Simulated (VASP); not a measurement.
# InAs (Fm-3m) in VASP: notebook

One crystal, InAs, is run at these levels: PBE; tasks: single point, relaxation of cell and atoms.

All numbers are computed with VASP 6.6.1; they aren't measurements. Logs are shortened: lines on timing, memory, paths and dates and some standing lists are left out, and cuts for length are marked.

**1. The crystal as given**

Symmetry: Fm-3m, No. 225, cubic system. The conventional cell has a = 5.751 Å, b = 5.751 Å, c = 5.751 Å, α = 90.00°, β = 90.00°, γ = 90.00°. In (site symmetry m-3m) is surrounded by 6 As at 2.88 Å. Around As (site symmetry m-3m) lie 6 In at 2.88 Å.

Measurements of this composition are mostly on another form, of space group No. 216.

**2. Single point, PBE**

Input file INCAR:

```
PREC = Accurate
ENCUT = 520
EDIFF = 1E-7
ISMEAR = 0
SIGMA = 0.1
LREAL = False
LASPH = True
NELM = 100
ALGO = Normal
ISIF = 2
LWAVE = False
LCHARG = False
GGA = PE
NBANDS = 16
```

Input file KPOINTS:

```
regular mesh
0
Gamma
  12 12 12
```

Input file POSCAR:

```
InAs
1.0
    0.0000000000      2.8752816585      2.8752816585
    2.8752816585      0.0000000000      2.8752816585
    2.8752816585      2.8752816585      0.0000000000
In As
1 1
Direct
    0.5000000000      0.5000000000      0.5000000000
    0.0000000000      0.0000000000      0.0000000000
```

Potentials or basis: VASP PAW PBE potentials, release 64 (In_d, As).

Command:

```bash
> cat potpaw_PBE.64/In_d/POTCAR potpaw_PBE.64/As/POTCAR > POTCAR
> mpirun -np 1 vasp_std > vasp.out
```

OUTCAR:

```text
PREC = Accurate
   ENCUT = 520
   EDIFF = 1E-7
   ISMEAR = 0
   LREAL = False
   LASPH = True
   NELM = 100
   ISIF = 2
   GGA = PE

 ion  position               nearest neighbor table
   1  0.500  0.500  0.500-   2 2.88   2 2.88   2 2.88   2 2.88   2 2.88   2 2.88
   2  0.000  0.000  0.000-   1 2.88   1 2.88   1 2.88   1 2.88   1 2.88   1 2.88

  LATTYP: Found a face centered cubic cell.
 ALAT       =     5.7505633170

  Lattice vectors:

 A1 = (   0.0000000000,   2.8752816585,   2.8752816585)
 A2 = (   2.8752816585,   0.0000000000,   2.8752816585)
 A3 = (   2.8752816585,   2.8752816585,   0.0000000000)

Analysis of symmetry for initial positions (statically):
=====================================================================
 Subroutine PRICEL returns:
 Original cell was already a primitive cell.

 Routine SETGRP: Setting up the symmetry group for a
 face centered cubic supercell.

 Subroutine GETGRP returns: Found 48 space group operations
 (whereof 48 operations were pure point group operations)
 out of a pool of 48 trial point group operations.

The static configuration has the point symmetry O_h .

Analysis of symmetry for dynamics (positions and initial velocities):
=====================================================================
 Subroutine PRICEL returns:
 Original cell was already a primitive cell.

 Routine SETGRP: Setting up the symmetry group for a
 face centered cubic supercell.

 Subroutine GETGRP returns: Found 48 space group operations
 (whereof 48 operations were pure point group operations)
 out of a pool of 48 trial point group operations.

The dynamic configuration has the point symmetry O_h .

 Subroutine INISYM returns: Found 48 space group operations
 (whereof 48 operations are pure point group operations),
 and found     1 'primitive' translations

----------------------------------------------------------------------------------------

                                     Primitive cell

  volume of cell :      47.5413

  direct lattice vectors                    reciprocal lattice vectors
     0.000000000  2.875281659  2.875281659    -0.173896007  0.173896007  0.173896007
     2.875281659  0.000000000  2.875281659     0.173896007 -0.173896007  0.173896007
     2.875281659  2.875281659  0.000000000     0.173896007  0.173896007 -0.173896007

  length of vectors
     4.066262317  4.066262317  4.066262317     0.301196720  0.301196720  0.301196720

  position of ions in fractional coordinates (direct lattice)
     0.500000000  0.500000000  0.500000000
     0.000000000  0.000000000  0.000000000

  ion indices of the primitive-cell ions
   primitive index   ion index
                 1           1
                 2           2

----------------------------------------------------------------------------------------

 KPOINTS: regular mesh

Automatic generation of k-mesh.
 Grid dimensions read from file:
 generate k-points for:   12   12   12

 Generating k-lattice:

  Cartesian coordinates                     Fractional coordinates (reciprocal lattice)
    -0.014491334  0.014491334  0.014491334     0.083333333  0.000000000  0.000000000
     0.014491334 -0.014491334  0.014491334     0.000000000  0.083333333  0.000000000
     0.014491334  0.014491334 -0.014491334     0.000000000  0.000000000  0.083333333

  Length of vectors
     0.025099727  0.025099727  0.025099727

  Shift w.r.t. Gamma in fractional coordinates (k-lattice)
     0.000000000  0.000000000  0.000000000

 Subroutine IBZKPT returns following result:
 ===========================================

 Found     72 irreducible k-points:

 Following reciprocal coordinates:
            Coordinates               Weight
  0.000000  0.000000  0.000000      1.000000
  0.083333  0.000000  0.000000      8.000000
  0.166667  0.000000  0.000000      8.000000
  0.250000  0.000000  0.000000      8.000000
  0.333333  0.000000  0.000000      8.000000
  0.416667  0.000000  0.000000      8.000000
[... 16 lines left out ...]
  0.500000  0.166667  0.000000     24.000000
 -0.416667  0.166667  0.000000     24.000000
 [... further k-points ...]
   k-points           NKPTS =     72   k-points in BZ     NKDIM =     72   number of bands    NBANDS=     16
   number of dos      NEDOS =    301   number of ions     NIONS =      2
   total plane-waves  NPLWV =  27000
   dimension x,y,z NGX =    30 NGY =   30 NGZ =   30
   dimension x,y,z NGXF=    60 NGYF=   60 NGZF=   60
   ions per type =               1   1
   NGX,Y,Z   is equivalent  to a cutoff of  12.27, 12.27, 12.27 a.u.
   NGXF,Y,Z  is equivalent  to a cutoff of  24.53, 24.53, 24.53 a.u.
 SYSTEM =  unknown system
   PREC   = accura    normal or accurate (medium, high low for compatibility)
   ISTART =      0    job   : 0-new  1-cont  2-samecut
   ICHARG =      2    charge: 1-file 2-atom 10-const
   ISPIN  =      1    spin polarized calculation?
   LNONCOLLINEAR =      F non collinear calculations
   LSORBIT =      F    spin-orbit coupling
   LASPH  =      T    aspherical Exc in radial PAW
   ENCUT  =  520.0 eV  38.22 Ry    6.18 a.u.   7.56  7.56  7.56*2*pi/ulx,y,z
   NELM   =    100;   NELMIN=  2; NELMDL= -5     # of ELM steps
   EDIFF  = 0.1E-06   stopping-criterion for ELM
   LREAL  =      F    real-space projection
   EDIFFG = 0.1E-05   stopping-criterion for IOM
   NSW    =      0    number of steps for IOM
   IBRION =     -1    ionic relax: 0-MD 1-quasi-New 2-CG
   NFREE  =      0    steps in history (QN), initial steepest desc. (CG)
   ISIF   =      2    stress and relaxation
   ISYM   =      2    0-nonsym 1-usesym 2-fastsym
   POTIM  = 0.5000    time-step for ionic-motion
   TEBEG  =    0.0;   TEEND  =   0.0 temperature during run
   PSTRESS=    0.0 pullay stress
   NELECT =      18.0000    total number of electrons
   NUPDOWN=      -1.0000    fix difference up-down
   EMIN   =  10.00;   EMAX   =-10.00  energy-range for DOS
   EFERMI =   0.00;   METHOD = LEGACY
   ISMEAR =     0;   SIGMA  =   0.10  broadening in eV -4-tet -1-fermi 0-gaus
   EFERMI_NEDOS =   21; number of points for ismear=-14 and -15
   IALGO  =     38    algorithm
   IMIX   =      4    mixing-type and parameters
     AMIX     =   0.40;   BMIX     =  1.00
     AMIX_MAG =   1.60;   BMIX_MAG =  1.00
  volume/ion in A,a.u.               =      23.77       160.41
  Fermi-wavevector in a.u.,A,eV,Ry     =   1.184337  2.238072 19.084266  1.402654
  Thomas-Fermi vector in A             =   2.320553
   LORBIT       =      0    0 simple, 1 ext, 2 COOP (PROOUT), +10 PAW based schemes
   GGA     = PE    functional components
   LHFCALC =     F    Hartree Fock is set to
   AEXX    =    0.0000 exact exchange contribution
   IVDW    =     0    specifies the selected vdW correction
   LEPSILON=     F    determine dielectric tensor
   LRPA    =     F    only Hartree local field effects (RPA)
 non-spin polarized calculation
 Gauss-broadening in eV      SIGMA  =   0.10
  energy-cutoff  :      520.00
  volume of cell :       47.54
 maximum number of plane-waves:      1303
   NGX = 15   NGY = 15   NGZ = 15

 number of electron      18.0000001 magnetization

 Free energy of the ion-electron system (eV)
  ---------------------------------------------------
  ext. energy  EPLUGINS =         0.00000000
  ---------------------------------------------------
  free energy    TOTEN  =        -7.31912004 eV

  energy without entropy =       -7.31174412  energy(sigma->0) =       -7.31543208

 E-fermi :   5.8938     XC(G=0): -10.1065

 val. band max:        5.8748721455   @ k =   0.2500   0.0000   0.0000
 cond. band min:       5.9174170118   @ k =   0.4167   0.2500   0.0000
 fundamental gap:      0.0425448663
 Fermi energy:         5.8937938354

 k-point     1 :       0.0000    0.0000    0.0000
  band No.  band energies     occupation
      1      -8.3831      2.00000
      2      -8.3831      2.00000
      3      -8.3628      2.00000
      4      -8.3628      2.00000
      5      -8.3628      2.00000
      6      -6.1618      2.00000
[... 8 lines left out ...]
     15      13.4456      0.00000
     16      13.4456      0.00000

 k-point     2 :       0.0833    0.0000    0.0000
  band No.  band energies     occupation
      1      -8.3857      2.00000
      2      -8.3857      2.00000
      3      -8.3629      2.00000
      4      -8.3599      2.00000
      5      -8.3599      2.00000
      6      -6.0865      2.00000
[... 8 lines left out ...]
     15      13.4638      0.00000
     16      13.5501      0.00000

 k-point     3 :       0.1667    0.0000    0.0000
  band No.  band energies     occupation
      1      -8.3943      2.00000
      2      -8.3943      2.00000
      3      -8.3634      2.00000
      4      -8.3504      2.00000
      5      -8.3504      2.00000
      6      -5.8654      2.00000
[... 8 lines left out ...]
     15      13.9206      0.00000
     16      13.9206      0.00000

 k-point     4 :       0.2500    0.0000    0.0000
  band No.  band energies     occupation
      1      -8.4068      2.00000
      2      -8.4068      2.00000
      3      -8.3646      2.00000
      4      -8.3365      2.00000
      5      -8.3365      2.00000
      6      -5.5162      2.00000
[... 8 lines left out ...]
     15      14.6849      0.00000
     16      14.6849      0.00000

 k-point     5 :       0.3333    0.0000    0.0000
  band No.  band energies     occupation
      1      -8.4197      2.00000
      2      -8.4197      2.00000
      3      -8.3664      2.00000
      4      -8.3222      2.00000
      5      -8.3222      2.00000
      6      -5.0838      2.00000
[... 8 lines left out ...]
     15      15.7039      0.00000
     16      15.7039      0.00000

 k-point     6 :       0.4167    0.0000    0.0000
  band No.  band energies     occupation
      1      -8.4291      2.00000
      2      -8.4291      2.00000
      3      -8.3680      2.00000
      4      -8.3116      2.00000
      5      -8.3116      2.00000
      6      -4.6742      2.00000
[... 8 lines left out ...]
     15      16.9016      0.00000
     16      16.9016      0.00000

 k-point     7 :       0.5000    0.0000    0.0000
  band No.  band energies     occupation
      1      -8.4325      2.00000
      2      -8.4325      2.00000
      3      -8.3686      2.00000
      4      -8.3077      2.00000
      5      -8.3077      2.00000
      6      -4.4898      2.00000
[... 8 lines left out ...]
     15      17.7750      0.00000
     16      17.7750      0.00000

 k-point     8 :       0.0833    0.0833    0.0000
  band No.  band energies     occupation
      1      -8.3925      2.00000
      2      -8.3809      2.00000
      3      -8.3653      2.00000
      4      -8.3581      2.00000
      5      -8.3581      2.00000
      6      -6.0601      2.00000
[... 8 lines left out ...]
     15      14.2221      0.00000
     16      14.2221      0.00000

 k-point     9 :       0.1667    0.0833    0.0000
  band No.  band energies     occupation
      1      -8.4048      2.00000
      2      -8.3831      2.00000
      3      -8.3666      2.00000
      4      -8.3519      2.00000
      5      -8.3495      2.00000
      6      -5.8841      2.00000
[... 8 lines left out ...]
     15      14.4570      0.00000
     16      14.5987      0.00000
[... 172 lines left out ...]
 k-point    19 :       0.1667    0.1667    0.0000
  band No.  band energies     occupation
      1      -8.4264      2.00000
      2      -8.3749      2.00000
      3      -8.3720      2.00000
      4      -8.3447      2.00000
      5      -8.3447      2.00000
      6      -5.7491      2.00000
[... 8 lines left out ...]
     15      15.5721      0.00000
     16      15.5721      0.00000

 k-point    20 :       0.2500    0.1667    0.0000
  band No.  band energies     occupation
      1      -8.4510      2.00000
      2      -8.3768      2.00000
      3      -8.3743      2.00000
      4      -8.3363      2.00000
      5      -8.3325      2.00000
      6      -5.4730      2.00000
[... 8 lines left out ...]
     15      15.9707      0.00000
     16      16.0452      0.00000

 k-point    21 :       0.3333    0.1667    0.0000
  band No.  band energies     occupation
      1      -8.4714      2.00000
      2      -8.3864      2.00000
      3      -8.3725      2.00000
      4      -8.3294      2.00000
      5      -8.3180      2.00000
      6      -5.0860      2.00000
[... 8 lines left out ...]
     15      16.4386      0.00000
     16      16.8174      0.00000

 k-point    22 :       0.4167    0.1667    0.0000
  band No.  band energies     occupation
      1      -8.4833      2.00000
      2      -8.3989      2.00000
      3      -8.3675      2.00000
      4      -8.3248      2.00000
      5      -8.3072      2.00000
      6      -4.6527      2.00000
[... 8 lines left out ...]
     15      17.3597      0.00000
     16      17.8536      0.00000

 k-point    23 :       0.5000    0.1667    0.0000
  band No.  band energies     occupation
      1      -8.4844      2.00000
      2      -8.4107      2.00000
      3      -8.3617      2.00000
      4      -8.3225      2.00000
      5      -8.3035      2.00000
      6      -4.3102      2.00000
[... 8 lines left out ...]
     15      17.7550      0.00000
     16      17.9782      0.00000

 k-point    24 :      -0.4167    0.1667    0.0000
  band No.  band energies     occupation
      1      -8.4747      2.00000
      2      -8.4189      2.00000
      3      -8.3575      2.00000
      4      -8.3221      2.00000
      5      -8.3075      2.00000
      6      -4.2593      2.00000
[... 8 lines left out ...]
     15      16.6745      0.00000
     16      16.7395      0.00000

 [... further k-points ...]

------------------------ aborting loop because EDIFF is reached ----------------------------------------

  FORCE on cell =-STRESS in cart. coord.  units (eV):
  Direction    XX          YY          ZZ          XY          YZ          ZX
  --------------------------------------------------------------------------------------
  -------------------------------------------------------------------------------------
  Total        0.0140852      0.0140852      0.0140852      0.0000000      0.0000000      0.0000000
  in kB        0.4746802      0.4746802      0.4746802      0.0000000      0.0000000      0.0000000
  external PRESSURE =       0.4746802 kB  Pullay stress =       0.0000000 kB

 VOLUME and BASIS-vectors are now :
 -----------------------------------------------------------------------------
  energy-cutoff  :      520.00
  volume of cell :       47.54
      direct lattice vectors                 reciprocal lattice vectors
     0.000000000  2.875281659  2.875281659    -0.173896007  0.173896007  0.173896007
     2.875281659  0.000000000  2.875281659     0.173896007 -0.173896007  0.173896007
     2.875281659  2.875281659  0.000000000     0.173896007  0.173896007 -0.173896007

 POSITION                                       TOTAL-FORCE (eV/Angst)
 -----------------------------------------------------------------------------------
      2.87528      2.87528      2.87528        -0.000000      0.000000      0.000000
      0.00000      0.00000      0.00000         0.000000     -0.000000     -0.000000
 -----------------------------------------------------------------------------------
    total drift:                                0.000000      0.000000      0.000000

  FREE ENERGIE OF THE ION-ELECTRON SYSTEM (eV)
  ---------------------------------------------------
  free  energy   TOTEN  =        -7.3191200436 eV

  energy  without entropy=       -7.3117441248  energy(sigma->0) =       -7.31543208
```

Run time: 22 s. Hardware: 1 thread of Intel Xeon 6975P-C (Granite Rapids), shared host; peak memory 0.21 GiB.

Results:

* Free energy: -7.3191 eV
* Pressure: 0.0 GPa
* Band gap on the k mesh: none (metal or under the smearing width)

**3. Relaxation of cell and atoms, PBE**

This run uses another cell than the first one, of 23.82 Å³/atom, 1.002 times its volume.

Input file INCAR:

```
PREC     = Accurate       # precision mode
ENCUT    = 600            # plane-wave cutoff, eV
EDIFF    = 1E-6           # SCF threshold, eV
ISMEAR   = 0              # smearing method
SIGMA    = 0.1            # smearing width, eV
LREAL    = F              # projectors in reciprocal space
LASPH    = T              # aspherical terms in the spheres
NELM     = 100            # most SCF steps
ALGO     = Fast           # electronic algorithm
ISIF     = 3              # what is computed and relaxed
LWAVE    = F              # write WAVECAR
LCHARG   = F              # write CHGCAR
GGA      = PE             # functional
IBRION   = 2              # ionic algorithm
NSW      = 100            # ionic steps
EDIFFG   = -0.005         # ionic threshold
```

KPOINTS is that of step 2.

Input file POSCAR:

```
InAs
1.0
    0.0000000000      2.8773040000      2.8773040000
    2.8773040000      0.0000000000      2.8773040000
    2.8773040000      2.8773040000      0.0000000000
In As
1 1
Direct
    0.5000000000      0.5000000000      0.5000000000
    0.0000000000      0.0000000000      0.0000000000
```

Potentials or basis: VASP PAW PBE potentials, release 64 (In_d, As).

Command:

```bash
> cat potpaw_PBE.64/In_d/POTCAR potpaw_PBE.64/As/POTCAR > POTCAR
> mpirun -np 1 vasp_std > vasp.out
```

Wall time 35 s (1 thread of Intel Xeon 6975P-C (Granite Rapids), shared host); peak memory 0.24 GiB.

The run converged. Its results:

| Property | Result |
| --- | --- |
| Free energy | -7.3192 eV |
| Relaxed volume | 23.79 Å³/atom |
| Relaxed cell | a = 4.067 Å, b = 4.067 Å, c = 4.067 Å, α = 60.00°, β = 60.00°, γ = 60.00° |
| Space group after relaxing (to 0.05 Å) | Fm-3m (No. 225) |
| Energy gained by relaxing | 0.0 meV/atom |
| Ionic steps | 2 |
| Pressure after relaxing | 0.0 GPa |
| Band gap on the k mesh | none (metal or under the smearing width) |

Final structure:
```xyz
2
Lattice="0.0000 2.8761 2.8761 2.8761 0.0000 2.8761 2.8761 2.8761 0.0000" Properties=species:S:1:pos:R:3 pbc="T T T"
In    2.8761    2.8761    2.8761
As    5.7523    2.8761    2.8761
```

Levels at points of the mesh, in eV from the Fermi level:
| k point | band 5 | band 6 | band 7 | band 8 | band 9 | band 10 | band 11 | band 12 | band 13 |
| --- | --- | --- | --- | --- | --- | --- | --- | --- | --- |
| (0.00, 0.00, 0.00) | -14.25 | -12.05 | -0.60 | -0.14 | -0.14 | -0.14 | 7.23 | 7.23 | 7.23 |
| (0.50, 0.00, 0.00) | -14.20 | -10.38 | -6.46 | 0.24 | 0.24 | 2.18 | 3.33 | 3.33 | 4.46 |
| (0.50, 0.50, 0.00) | -14.18 | -9.50 | -4.65 | -2.88 | -2.17 | -2.17 | 3.93 | 9.25 | 9.26 |
